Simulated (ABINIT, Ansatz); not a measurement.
Planning a run of ABINIT 10.8.3 on NaI (Fm-3m). The input:

```
acell 3*1.0 Angstrom
rprim 
  0.000000000000 3.236400000000 3.236400000000
  3.236400000000 -0.000000000000 3.236400000000
  3.236400000000 3.236400000000 -0.000000000000
ntypat 2
znucl 11 53
natom 2
typat 1 2
xred 
  0.000000000000 0.000000000000 0.000000000000
  0.500000000000 0.500000000000 0.500000000000
pp_dirpath "pseudos"
pseudos "Na.upf, I.upf"
ecut 38
ngkpt 4 4 4
nshiftk 1
shiftk 0 0 0
kptopt 1
chksymbreak 0
istwfk *1
occopt 1
irdwfk 1
optdriver 3
nband 70
ecuteps 4.2
inclvkb 2
awtr 1
symchi 1
gwcalctyp 2
nfreqre 16
freqremax 40 eV
nfreqim 8
spmeth 1
nomegasf 120
indata_prefix "in"
outdata_prefix "out"
tmpdata_prefix "tmp"
```

```sh
OMP_NUM_THREADS=1 mpirun -n 4 abinit run.abi > log
```

**Question.** How long will it take on 4 MPI ranks of Arm Neoverse N1, shared host, and how much memory?

It took 42 s; on shared hardware allow 21 s to 85 s. Peak host memory was 1.0 GiB.

[Paths, hosts, dates, memory and timing lines, banners, echoed tables and standing remarks are left out of the program output.]

[Logs are printed without paths, hosts, clocks, repeated set-up lines and the standing remarks that a program may print on its own settings, such as how far it seeks lower states.]

[Runs of the session that timed out or met a known fault of the program may be left out.]

[Hosts, paths, dates, database ids (printed as entryN), source tags and the programs' standing remarks are cut or masked in the printed files.]

[G0W0 gaps are taken among the corrected bands and points alone; a level outside them can change the order at an edge.]

[Where Ansatz stands beside ABINIT at settings called matched, ABINIT's density can come from a denser mesh and the files from another edition; pairs whose starting gaps differed by over 0.03 eV were left out, so agreement reads better than it is.]
